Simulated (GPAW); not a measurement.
Crystal: Te.

```xyz
3
Lattice="4.4540 0.0000 0.0000 -2.2270 3.8573 0.0000 0.0000 0.0000 5.9240" Properties=species:S:1:pos:R:3 pbc="T T T"
Te    1.6279    2.8197    0.0000
Te   -0.5991    1.0376    3.9493
Te    1.1981    0.0000    1.9747
```

| Quantity | Value |
| --- | --- |
| Program | GPAW 26.7.0 |
| Task | single point |
| Functional | PBE |
| Potentials or basis | GPAW PAW data sets (gpaw-data 1.2.1) |
| Cutoff | 600 eV |
| Basis | pw |
| k mesh | 7 × 7 × 5 |
| Occupations | fermi-dirac, width 0.05 eV |
| Spin | no spin polarisation |

On this cell: pressure 1.1 GPa; largest force 0.111 eV/Å; band gap on the k mesh 0.63 eV, indirect (least direct gap 0.78 eV).

The same run follows on a disturbed copy (atoms moved at random, drawn with an rms of 0.05 Å):

```xyz
3
Lattice="4.4540 0.0000 0.0000 -2.2270 3.8573 0.0000 0.0000 0.0000 5.9240" Properties=species:S:1:pos:R:3 pbc="T T T"
Te    1.6178    2.8015   -0.0059
Te   -0.5910    1.0740    3.9915
Te    1.1950    0.0424    1.9730
```

Question: What does the disturbed cell give?

Answer: The energy moves by +1.2 meV/atom; pressure 0.7 GPa; largest force 0.198 eV/Å; band gap on the k mesh 0.48 eV, indirect (least direct gap 0.70 eV).

Forces on the atoms (eV/Å):
```
Te  -0.012  0.038  0.125
Te  -0.051  0.026 -0.189
Te   0.063 -0.065  0.064
```

Stress tensor (GPa, compression positive):
```
 0.71 -0.11 -0.04
-0.11  0.65 -0.14
-0.04 -0.14  0.89
```

Caveats: spin-orbit coupling is left out, which moves the levels of the heavy elements; an odd mesh through Γ misses points on the zone boundary, where band edges often lie.
